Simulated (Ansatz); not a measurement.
**Ionic part of the dielectric constant of AgCl at 1 GPa, mode by mode**

All numbers below come from DFT PBE, scalar-relativistic, plane waves, PAW (Ansatz 0.2.0). Settings: 420 eV plane-wave cutoff, Γ-centred 8×8×8 mesh, fixed occupations. No spin polarisation. Phonons by linear response, acoustic sum rule imposed.

It takes space group Fm-3m (No. 225, cubic). The conventional cell has a = 5.570 Å, b = 5.570 Å, c = 5.570 Å, α = 90.00°, β = 90.00°, γ = 90.00°. Ag (site symmetry m-3m) has 6 Cl at 2.78 Å as nearest neighbours. Around Cl (site symmetry m-3m) lie 6 Ag at 2.78 Å.

The primitive cell has V = 43.20 Å³ and ε∞,zz = 5.054. Each polar mode adds Δε = (4.92064×10⁷/V)·S/ν² along z, with S its oscillator strength in e²/amu, ν in cm⁻¹ and V in Å³.

Question: From these modes, find each Δε and ε0,zz.
| ν (cm⁻¹) | S_zz (e²/amu) |
| --- | --- |
| 102.2 | 0.0785 |

Answer:
```
ν (cm⁻¹)    Δε
   102.2  8.56
```

The sum is 8.561, so ε0,zz = 13.62; the run's tensor has 13.62.

Question: Where do the longitudinal modes lie for a wave vector along z?

Answer: At 168 cm⁻¹. The Lyddane–Sachs–Teller product Π(ν_LO/ν_TO)² = 2.69 matches ε0/ε∞ = 2.69.